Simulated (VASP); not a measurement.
# MgO: convergence, self-consistent run

MgO, P6_3mc (no. 186), 4 atoms in the cell. RevPBE; PAW potentials Mg, O (PBE set). VASP 6.6.1.

Wanted: energy within 0.2 meV/atom; levels at the zone centre within 0.003 eV.

What the run is for: comparing ways to start; Accuracy asked: tight.

Levels at the zone centre: counted from the valence top at that point.

POSCAR:
```
MgO
1.0
    3.3077869865      0.0000000000      0.0000000000
   -1.6538934933      2.8646275606      0.0000000000
    0.0000000000      0.0000000000      4.9828816700
Mg O
2 2
Direct
    0.6666666667      0.3333333333      0.5021597400
    0.3333333333      0.6666666667      0.0021597400
    0.6666666667      0.3333333333      0.9024402600
    0.3333333333      0.6666666667      0.4024402600
```

## How the run starts (with a second run first, the time holds both)

| How the run starts (with a second run first, the time holds both) | Energy less reference (meV/atom) | Levels at the zone centre, largest deviation (eV) | Time (s) |
|---|---|---|---|
| from scratch: 13 SCF iterations | 0.00 | 0.0000 | 24 |
| density of a coarse mesh (ICHARG 1): 14 + 7 SCF iterations | 0.00 | 0.0001 | 21 |
| orbitals of a lower cutoff (ISTART 1): 13 + 6 SCF iterations | 0.00 | 0.0006 | 28 |
| orbitals of a loose run: 10 + 4 SCF iterations | 0.00 | 0.0008 | 18 |

Chosen: from scratch: 13 SCF iterations; no other choice that stays within half of the tolerance saves 30 % of the time.

The chosen settings are those of the reference run.

Values of the reference run: Levels at the zone centre: -0.4464, 0, 3.569 eV from the valence top at Gamma.

## The input

INCAR:
```
GGA      = RE             # functional
ISMEAR   = 0              # smearing method
SIGMA    = 0.03           # smearing width, eV
LWAVE    = F              # write WAVECAR
LCHARG   = F              # write CHGCAR
ISIF     = 2              # what is computed and relaxed
PREC     = Accurate       # precision mode
LASPH    = T              # aspherical terms in the spheres
LREAL    = F              # projectors in reciprocal space
ALGO     = Normal         # electronic algorithm
EDIFF    = 1E-6           # SCF threshold, eV
NELM     = 120            # most SCF steps
GGA_COMPAT= F            
ENCUT    = 520            # plane-wave cutoff, eV
EFERMI   = MIDGAP        
```

KPOINTS:
```
k-points
0
Gamma
  8 8 5
```

Commands:
```
cat potpaw_PBE.64/Mg/POTCAR potpaw_PBE.64/O/POTCAR > POTCAR
mpirun -np 1 vasp_std > vasp.out
```

The chosen input took VASP 6.6.1 24 s on 1 core (AMD EPYC 7R43 (Zen 3)), a shared host.

## An input that fails: restart asked without its files

VASP's message: ERROR: charge density could not be read from file CHGCAR for ICHARG>10.

Changes against the starting input:
```
- NELM = 120
+ NELM = 60
+ ICHARG = 11
```
